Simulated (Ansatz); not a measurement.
The system is EuO.

```xyz
2
Lattice="0.0000 2.5720 2.5720 2.5720 0.0000 2.5720 2.5720 2.5720 0.0000" Properties=species:S:1:pos:R:3 pbc="T T T"
Eu    0.0000    0.0000    0.0000
O     2.5720    2.5720    2.5720
```

Program: Ansatz 0.2.0. Alike in all runs: potentials or basis Ansatz PAW; cell as given; k mesh 9 × 9 × 9; cutoff (eV) 420.

Order these runs on this cell by their pressure, lowest first.
A. level LDA; spin collinear, ferromagnetic start; smearing fermi-dirac 0.05 eV; points for each segment of the path 14
B. level revPBE+D4+U; spin collinear, program default start; U Eu f U = 8 eV; fixed moment (μB) 0; smearing tetrahedron; hubbard projectors ortho-atomic (the default); double counting fll (the default)
C. level PBEsol; spin collinear, ferromagnetic start; smearing gaussian 0.1 eV

A (-13.0 GPa), C (-9.1 GPa), B (-6.1 GPa).

Caveats: the PAW data sets come from PBE, with cores solved anew for the run's functional, which leaves a small shift of forces and pressure; a cell with one magnetic atom can't hold antiferromagnetic order, which such compounds often take (some runs); the magnetic or orbital state may not be the lowest (some runs); the total moment is fixed, so each spin has its own Fermi level (some runs); with tetrahedron occupations forces and stress needn't match the slope of the energy (some runs).

Runs at the PBE level aren't shown here.
